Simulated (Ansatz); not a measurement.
Gas-phase electronic energies from Ansatz, PBE0-D4/def2-TZVP geometries. CCSD(T)/CBS is the MP2 limit (def2-TZVPP, def2-QZVPP) plus CCSD(T) − MP2 in def2-TZVPP, frozen cores. This one scheme is used for every species. DFT in def2-TZVPP. For Ga outer-core shells are correlated without core-valence functions, which leaves a few kJ/mol of doubt a bond. Scalar relativity is left out up to krypton. One conformer a species, not always the lowest.

Reaction (ligand exchange at a Ga–C bond): `O[CH2][Ga]([F])[Cl]` + `CC(C)(C)O` → `CC(C)(C)[O][Ga]([F])[Cl]` + CH₃OH

```tsv
level	ΔE (kcal/mol)
revPBE-D4	-13.8
PBE	-12.1
BLYP	-13.0
r2SCAN	-15.6
CAM-B3LYP	-15.5
LC-ωPBE	-15.1
CCSD/def2-TZVPP	-18.4
SCS-MP2/def2-QZVPP	-18.6
```

What does CCSD(T)/CBS give? (Best estimate.)

Computed: -16.9 kcal/mol. The listed levels differ from it by 3.1, 4.8, 3.9, 1.3, 1.4, 1.8, -1.5, -1.7 kcal/mol.

Largest T1 diagnostic among the species: 0.013.

The D4 term adds −1.9 kcal/mol with B3LYP and −1.2 kcal/mol with PBE0; it sums over pairs of atoms, weighted by their polarisabilities, and B3LYP, whose exchange is more repulsive, gets the larger term. From BLYP to BHLYP (50 % exact exchange), in def2-TZVPP and without D4, ΔE moves by −3.2 kcal/mol. Leaving LDA and LC-ωPBE aside and taking each functional with its dispersion term where it has one, the values, not all of them listed here, spread over 4.7 kcal/mol, from BHLYP-D4 to PBE-D4.

B3LYP here is the variant with VWN-RPA as its local correlation; programs differ in this.

CCSD(T)/CBS has its own doubt, a few kJ/mol and more with outer-core shells, so smaller differences from it don't rank the levels.
